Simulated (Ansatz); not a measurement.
# CoO (Fm-3m) in Ansatz: a series of runs, part 2 of 2

Ansatz 0.2.0.

## 3. Relaxation of cell and atoms, PBE+D3(BJ), collinear spin, ferromagnetic start

input.yaml reads:

```yaml
crystal:
  lattice:
    - [0.0, 2.1315, 2.1315]
    - [2.1315, 0.0, 2.1315]
    - [2.1315, 2.1315, 0.0]
  atoms:
    - { symbol: Co, position: [0.0, 0.0, 0.0], spin: 2.0 }
    - { symbol: O, position: [0.5, 0.5, 0.5] }
hamiltonian:
  xc: pbe
  pseudopotentials: { kind: paw }
  dispersion: d3bj
magnetization:
  spin_polarized: true
kpoints:
  mp_grid: { grid: [11, 11, 11] }
scf:
  occupations: { method: fermi_dirac, width: 0.05 }
output:
  forces: true
  stress: true
  eigenvalues: true
  write_density: true
  write_potential: true
  elf: true
  volumetric_format: npy
relax:
  f_tol: 0.01
  max_steps: 40
  cell: { stress_tol: 0.05 }
```

Potentials or basis: Ansatz PAW.

Command:

```console
> ansatz run input.yaml --threads 2 --pin off --max-ram 5632MiB --backend cpu --events-out ev --progress --plain --runs-dir out
```

What it wrote:

```text
Warning: RAYON_NUM_THREADS=2 ignored (pool sized by the plan → 2); use --threads N
Engine: ansatz 0.2.0, x86_64-unknown-linux-gnu
Pseudopotentials: kind: paw
Pseudopotential: Co, paw, valence charge 17, recommended cutoff 420 eV (normal), Co.paw.azcp
Pseudopotential: O, paw, valence charge 6, recommended cutoff 420 eV (normal), O.paw.azcp
Functional definition: PBE
  parameter kappa = 0.804
  parameter beta = 0.06672455060314922
  exchange = pbe_x(kappa = kappa, mu = beta*pi^2/3)
  correlation = pbe_c(beta = beta)
Crystal: 2 atoms, lattice volume = 19.368 Å³
Basis set: ecut = 420 eV, 339 PW (Γ), exchange–correlation on 48×48×48 points (8 copies of the dense FFT grid, shifted against one another)
Bands: 17, of which v1, the nominal top of the filled ones, is band 12 counted from 1 (11 counted from 0)
Symmetry: 48 space group operations
Space group: Fm-3m (ITA 225), of the structure as read, at distance tolerance 2.7e-5 Å
Magnetic group: BNS 225.116 (UNI 1618), of the structure as read, at distance tolerance 2.7e-5 Å
k-points: 56 of 1331
Non-local potential: Co, projectors of the file, l = 0: 3, l = 1: 2, l = 2: 3, l = 3: 1
Non-local potential: O, projectors of the file, l = 0: 2, l = 1: 2, l = 2: 1
PAW form: soft (Blöchl's): semilocal exchange-correlation on the pseudo side does not see the compensation charge
PAW one-centre angular grid: Co, 590 points (default); XC on 64 Gauss nodes
PAW one-centre angular grid: O, 110 points (default); XC on 64 Gauss nodes
Initial density: superposition of atomic densities (chi_scale 0.1, normalization cell, long waves kept (reshape's long-wave potential 0.00 eV rms))
Starting moments: Σ|m| = 2 μB on 1 of 2 sites
Initial wavefunctions: pseudopotential atomic-orbital guess
Functional: x = pbe(κ = 0.804, μ = 0.2195149727645171), c = pbe(β = 0.06672455060314922)
SCF iter   1: F=—  HF=-5691.713691 eV  |F-HF|=—  |Δ(HF+E_count)|=         —  Δρ=1.19e-1 (↑1.19e-1 ↓9.62e-2)  dr2=6.08e0  dr2_m=1.87e-1  M=2.147 μB ∫|m|=2.147 μB  β_m=0.30  ethr=3.10e-3  ⟨swp⟩=5.7  Hψ=8305  notcnv=0
Mixer restart at iter 1: flushing history
preconditioner: auto → none  [metal: Δε(μ)=0.008 eV  Ē_g=13.081 eV  σ=0.050 eV  W_gap=0.04  n_scr=8 (ndim 8)  ℏωp=32.7 eV  f_vac=0.000  D(μ)=5.09/eV (n_scr^D=112)  sad-step TF]
SCF iter   2: F=—  HF=-5692.164640 eV  |F-HF|=—  |Δ(HF+E_count)|=   4.51e-1  Δρ=5.65e-2 (↑5.65e-2 ↓4.53e-2)  dr2=8.38e-1  dr2_m=2.08e-1  M=2.284 μB ∫|m|=2.285 μB  β_m=0.38  ethr=3.10e-3  ⟨swp⟩=3.0  Hψ=4803  notcnv=0  defer=26
SCF iter   3: F=—  HF=-5692.478900 eV  |F-HF|=—  |Δ(HF+E_count)|=   3.14e-1  Δρ=3.46e-2 (↑2.76e-2 ↓3.46e-2)  dr2=9.26e-2  dr2_m=1.21e-1  M=2.382 μB ∫|m|=2.384 μB  β_m=0.68  ethr=3.10e-3  ⟨swp⟩=2.0  Hψ=3292  notcnv=0  defer=28
SCF iter   4: F=—  HF=-5692.637365 eV  |F-HF|=—  |Δ(HF+E_count)|=         —  Δρ=5.04e-2 (↑3.57e-2 ↓5.04e-2)  dr2=9.74e-2  dr2_m=3.06e-1  M=2.882 μB ∫|m|=2.890 μB  β_m=0.68  ethr=4.02e-4  ⟨swp⟩=3.0  Hψ=3953  notcnv=0  defer=30
Mixer restart at iter 4: flushing history
SCF iter   5: F=—  HF=-5692.656743 eV  |F-HF|=—  |Δ(HF+E_count)|=   1.94e-2  Δρ=2.20e-2 (↑2.20e-2 ↓1.32e-2)  dr2=1.18e-1  dr2_m=1.35e-2  M=2.816 μB ∫|m|=2.826 μB  β_m=0.68  ethr=4.02e-4  ⟨swp⟩=3.2  Hψ=4214  notcnv=0  defer=40
SCF iter   6: F=—  HF=-5692.667773 eV  |F-HF|=—  |Δ(HF+E_count)|=   1.10e-2  Δρ=3.61e-2 (↑1.21e-2 ↓3.61e-2)  dr2=2.04e-1  dr2_m=5.54e-2  M=2.967 μB ∫|m|=2.980 μB  β_m=0.55  ethr=4.02e-4  ⟨swp⟩=3.0  Hψ=4593  notcnv=0  defer=48
SCF iter   7: F=—  HF=-5692.631233 eV  |F-HF|=—  |Δ(HF+E_count)|=   3.65e-2  Δρ=3.26e-3 (↑3.26e-3 ↓9.87e-4)  dr2=5.39e-4  dr2_m=7.77e-4  M=2.923 μB ∫|m|=2.937 μB  β_m=0.50  ethr=4.02e-4  ⟨swp⟩=2.8  Hψ=4017  notcnv=0  defer=48
SCF iter   8: F=—  HF=-5692.631061 eV  |F-HF|=—  |Δ(HF+E_count)|=   1.72e-4  Δρ=5.52e-4 (↑5.52e-4 ↓3.81e-4)  dr2=3.43e-5  dr2_m=2.30e-5  M=2.926 μB ∫|m|=2.941 μB  β_m=0.75  ethr=2.34e-6  ⟨swp⟩=2.3  Hψ=3243  notcnv=0  defer=48
SCF iter   9: F=—  HF=-5692.631083 eV  |F-HF|=—  |Δ(HF+E_count)|=   2.18e-5  Δρ=1.36e-4 (↑1.24e-4 ↓1.36e-4)  dr2=5.93e-6  dr2_m=3.33e-7  M=2.930 μB ∫|m|=2.945 μB  β_m=0.75  ethr=1.49e-7  ⟨swp⟩=2.1  Hψ=2980  notcnv=0  defer=48
[... 116 lines left out ...]
SCF 10 converged in 6 iterations: F = -5692.634106 eV  dr2 = 6.54e-13
relax step  10: F+E_penalty+E_count = -5692.63410641 eV  Δ(F+E_penalty+E_count) = -1.560e-9 eV  max|allowed force component| = 3.655e-29 eV/Å  Δτ_max = 0.0000 Å  P = -0.001 GPa  Ω = 19.254 Å³  stress off target by 1.09e-3 GPa  SCF on the basis re-selected at this cell (its energy is not comparable with the rows above)  (6 SCF iters)
basis re-selected at this cell: Δ(F+E_penalty+E_count) = -1.560e-9 eV, ΔP = -0.000 GPa vs the last step (what re-selecting the basis moved, of the pressure what is left beyond the Pulay correction that the steps carried, after the strain that the cell walked since its last selection, with what the two solves' SCF thresholds leave and, on support functions, any second-order correction that the steps lacked; it is no measure of the basis error at this ecutwfc). This SCF's stress stands 1.09e-3 GPa from its target on what of the cell is left free (relax.cell.stress_tol is 5.00e-2 GPa) and its largest allowed force component is 3.66e-29 eV/Å (relax.f_tol is 1.00e-2 eV/Å): within both
SCF converged after 6 iterations
Magnetization: 2.9165 μB (12.9582 up, 10.0418 down)
Absolute magnetization: 2.9315 μB (∫|ρ↑−ρ↓|, with the PAW one-centre terms)
Spin contamination: 0.0081 ħ² per cell (⟨S²⟩ above its minimum at these occupations)
Per-site moments (μB) at R_I (Å): [(2.483245330408752, 0.8775217163402116), (0.31616680324682006, 0.8775217163402116)]
Free energy (F): -5692.634106 eV
Harris-Foulkes:  -5692.634106 eV  (|F-HF|=0.00e0)
Internal energy: -5692.600323 eV  (E = F + TS)
E sigma→0 (E₀):  -5692.617215 eV
Entropy (-TS):   -0.033783 eV (-16.892 meV/atom)
Fermi energy:    13.965846 eV
--- Per-component energies (eV) ---
  E_band       = -303.807103
  E_kinetic    = 617.599787
  E_local      = -3428.277162  (includes V_loc(G=0)·N_el)
  E_nonlocal   = 514.250111
  E_hartree    = 1407.699387
  E_xc         = -228.652733
  E_vxc        = -293.854083  (∫ρ·V_xc dr)
  E_paw        = -1676.964361  (= ΣΔE_a)
  E_vpaw       = -528.927088  (= ΣTr[D̂ρ^β])
  E_aug_tail   = 0.002517  (compensation charges beyond the density's cutoff)
  E_ewald      = -2897.740405
  E_disp       = -0.517463  (pairwise vdW)
  E_smearing   = -0.033783  (= −TS)
  E_closure    = -0.000000  (closes the sum)
  Σ components = -5692.634106   (vs F -5692.634106, Δ=0.00e0)
--- Forces (eV/Å), atoms counted from 1 ---
  atom   1  Co     0.00000000    -0.00000000    -0.00000000
  atom   2  O     -0.00000000     0.00000000    -0.00000000
  max |Σ_I F_I| component: 6.15e-29 eV/Å
--- Stress (GPa, compression-positive) ---
       -0.001091      -0.000000      -0.000000
       -0.000000      -0.001091      -0.000000
       -0.000000      -0.000000      -0.001091
  P = ⅓ Tr σ = -0.0011 GPa (-0.011 kbar)
--- Band table (eV; the first three rows and the last of 112) ---
  k-point 0 ↑: bands = ["-82.9120", "-46.1763", "-46.1763", "-46.1763", "-6.3266", "10.6783", "10.6783", "10.7734", "10.7734", "10.7734", "10.8725", "10.8725", "10.8725", "14.8879", "30.6992", "31.9966", "31.9966"]
  k-point 1 ↑: bands = ["-82.9118", "-46.1793", "-46.1767", "-46.1767", "-6.2401", "9.8992", "9.8992", "9.9039", "10.9056", "10.9056", "11.2064", "11.6080", "11.6080", "15.4709", "29.0750", "31.6859", "31.6859"]
  k-point 2 ↑: bands = ["-82.9110", "-46.1874", "-46.1778", "-46.1778", "-5.9991", "8.6274", "9.1590", "9.1590", "11.0591", "11.0591", "11.4214", "12.4401", "12.4401", "16.6713", "26.8933", "30.5617", "30.5617"]
  k-point 55 ↓: bands = ["-79.8526", "-43.2175", "-43.2154", "-43.2034", "-4.3919", "8.1640", "8.2247", "9.0474", "13.4417", "13.6976", "14.1075", "14.9334", "15.6532", "22.9005", "24.2362", "24.3400", "27.5926"]
--- Relaxed structure (8 steps of the walk, 6 accepted, 2 SCFs on fresh bases) ---
  F+E_penalty+E_count = -5692.63410641 eV   max|allowed force component| = 3.655e-29 eV/Å   (the final SCF, on the basis selected at the relaxed cell)
  cell:  # Å, volume = 19.2545 Å³
    - [-4.017829934910401e-34, 2.127325372945968, 2.127325372945968]
    - [2.127325372945968, -7.393390083389047e-34, 2.127325372945968]
    - [2.127325372945968, 2.127325372945968, -4.4596945160963595e-35]
  atoms:
    - { symbol: Co, position: [7.334689988693072e-48, -7.378159772077166e-48, -7.923203979123881e-48] }
    - { symbol: O, position: [0.5000000000000001, 0.5000000000000001, 0.5000000000000001] }
```

v_z.tsv:

```text
# z_ang	v_es[eV]	v_tot_up[eV]	v_tot_dn[eV]
# format = ansatz-planar-average/11
# xc	pbe
# density_cutoff_ev	1680
# datasets	Co=:simpson_from_first_knot:soft	O=:simpson_from_first_knot:soft
# lattice	-0.000000000	2.127325373	2.127325373
# lattice	2.127325373	-0.000000000	2.127325373
# lattice	2.127325373	2.127325373	-0.000000000
# sites	2
# site	27	-0.000000000	-0.000000000	-0.000000000
# site	8	2.127325373	2.127325373	2.127325373
0.000000	1.122793e-2	-1.334013e1	-1.299622e1
0.125354	2.976689e-1	-1.297539e1	-1.260591e1
0.250708	1.152219e0	-1.189952e1	-1.146325e1
0.376062	2.505209e0	-1.023101e1	-9.715271e0
0.501415	4.283693e0	-8.125379e0	-7.558310e0
0.626769	6.171950e0	-5.981767e0	-5.427025e0
[... 16 lines left out ...]
2.757785	1.152219e0	-1.189952e1	-1.146325e1
2.883139	2.976689e-1	-1.297539e1	-1.260591e1
```

Run time: 13 s. Hardware: 2 threads of Intel Xeon Platinum 8488C (Sapphire Rapids), shared host; peak memory 0.37 GiB.

Results:

```
Free energy                            : -5692.6341 eV
Relaxed volume                         : 9.63 Å³/atom
Relaxed cell                           : a = 3.008 Å, b = 3.008 Å, c = 3.008 Å, α = 60.00°, β = 60.00°, γ = 60.00°
Space group after relaxing (to 0.05 Å) : Fm-3m (No. 225)
Energy gained by relaxing              : 1.5 meV/atom
Ionic steps                            : 8
Pressure after relaxing                : 0.0 GPa
Band gap on the k mesh                 : none (metal or under the smearing width)
Net moment                             : 2.92 μB per cell
Absolute moment                        : 2.93 μB per cell
Site moments                           : Co +2.48; O +0.32 μB
```

The path:
```csv
step,energy change (eV),largest force (eV/Å),volume (Å³)
1,0.0000,0.0000,19.37
2,-0.0034,0.0000,19.27
3,-0.0035,0.0000,19.26
4,-0.0035,0.0000,19.25
5,-0.0035,0.0000,19.25
6,-0.0030,0.0000,19.25
7,-0.0030,0.0000,19.25
8,-0.0030,0.0000,19.25
```

Final structure:
```
Co O
1.0
     0.00000    2.12733    2.12733
     2.12733    0.00000    2.12733
     2.12733    2.12733    0.00000
Co O
1 1
Cartesian
  0.0000 0.0000 0.0000
  2.1273 2.1273 2.1273
```

Caveat: the plane-wave basis is chosen anew once the cell has moved, so the energies of steps on either side of that aren't comparable; the pressure holds a Pulay correction of +0.7 GPa for the finite cutoff; a cell with one magnetic atom can't hold antiferromagnetic order, which such compounds often take; semilocal functionals often make such compounds metallic where correlation or magnetic order opens a gap, which also shifts bond lengths; pairwise dispersion overbinds metals, which lowers pressure and volume. With open d or f shells a metallic result of PBE can be an artefact of self-interaction; +U or a hybrid may open a gap.

## 4. Relaxation of cell and atoms, BLYP, collinear spin, ferromagnetic start

Edit input.yaml of step 3 so:

```diff
@@ -9,5 +9,4 @@
 hamiltonian:
-  xc: pbe
+  xc: blyp
   pseudopotentials: { kind: paw }
-  dispersion: d3bj
 magnetization:
@@ -22,6 +21,2 @@
   eigenvalues: true
-  write_density: true
-  write_potential: true
-  elf: true
-  volumetric_format: npy
 relax:
```

Command:

```console
> ansatz run input.yaml --threads 2 --pin off --max-ram 5632MiB --backend cpu --events-out ev --progress --plain --runs-dir out
```

Wall time 9.1 s (2 threads of Intel Xeon Platinum 8488C (Sapphire Rapids), shared host); peak memory 0.38 GiB.

Results (log left out):

```
Free energy                            : -5702.3782 eV
Relaxed volume                         : 9.98 Å³/atom
Relaxed cell                           : a = 3.045 Å, b = 3.045 Å, c = 3.045 Å, α = 60.00°, β = 60.00°, γ = 60.00°
Space group after relaxing (to 0.05 Å) : Fm-3m (No. 225)
Energy gained by relaxing              : 4.4 meV/atom
Ionic steps                            : 7
Pressure after relaxing                : 0.0 GPa
Band gap on the k mesh                 : none (metal or under the smearing width)
Net moment                             : 2.89 μB per cell
Absolute moment                        : 2.91 μB per cell
Site moments                           : Co +2.46; O +0.32 μB
```

Step by step:
```
step  energy change (eV)  largest force (eV/Å)  volume (Å³)
   1              0.0000                0.0000        19.37
   2             -0.0049                0.0000        19.65
   3             -0.0054                0.0000        19.92
   4             -0.0053                0.0000        19.93
   5             -0.0087                0.0000        19.93
   6             -0.0086                0.0000        19.96
   7             -0.0088                0.0000        19.96
```

Final structure:
```
Co O
1.0
     0.00000    2.15309    2.15309
     2.15309    0.00000    2.15309
     2.15309    2.15309    0.00000
Co O
1 1
Direct
  0.00000 0.00000 0.00000
  0.50000 0.50000 0.50000
```

Levels at points of the mesh, in eV from the Fermi level:
Spin up:
```tsv
k point	band 10	band 11	band 12	band 13	band 14	band 15	band 16	band 17
(0.00, 0.00, 0.00)	-2.99	-2.92	-2.92	-2.92	1.07	17.39	18.16	18.16
```
Spin down:
```tsv
k point	band 7	band 8	band 9	band 10	band 11	band 12	band 13	band 14
(0.00, 0.00, 0.00)	-2.45	-2.45	-1.02	-1.02	-1.02	0.15	0.15	1.59
```

Caveat: the plane-wave basis is chosen anew once the cell has moved, so the energies of steps on either side of that aren't comparable; the pressure holds a Pulay correction of +0.9 GPa for the finite cutoff; a cell with one magnetic atom can't hold antiferromagnetic order, which such compounds often take; semilocal functionals often make such compounds metallic where correlation or magnetic order opens a gap, which also shifts bond lengths; the PAW data sets come from PBE, with cores solved anew for the run's functional, which leaves a small shift of forces and pressure. With open d or f shells a metallic result of BLYP can be an artefact of self-interaction; +U or a hybrid may open a gap.

## 5. The runs side by side

| task | level | cell | smearing | gap on the mesh (eV) | pressure (GPa) | moment (μB) | relaxed volume (Å³/atom) |
| --- | --- | --- | --- | --- | --- | --- | --- |
| single point | PBE | as given | gaussian 0.028 eV | none | -1.6 | 2.98 | - |
| relaxation of cell and atoms | PBE+D3(BJ) | relaxed | fermi-dirac 0.05 eV | none | 0.0 | 2.92 | 9.63 |
| relaxation of cell and atoms | BLYP | relaxed | fermi-dirac 0.05 eV | none | 0.0 | 2.89 | 9.98 |

Alike in all rows: potentials or basis Ansatz PAW; spin collinear, ferromagnetic start; k mesh 11 × 11 × 11; cutoff (eV) 420.

Caveats: a cell with one magnetic atom can't hold antiferromagnetic order, which such compounds often take; semilocal functionals often make such compounds metallic where correlation or magnetic order opens a gap, which also shifts bond lengths; the plane-wave basis is chosen anew once the cell has moved, so the energies of steps on either side of that aren't comparable (some runs); pairwise dispersion overbinds metals, which lowers pressure and volume (some runs); the PAW data sets come from PBE, with cores solved anew for the run's functional, which leaves a small shift of forces and pressure (some runs).

Total energies depend on the potentials used, so only differences within one code and one set of settings carry meaning.
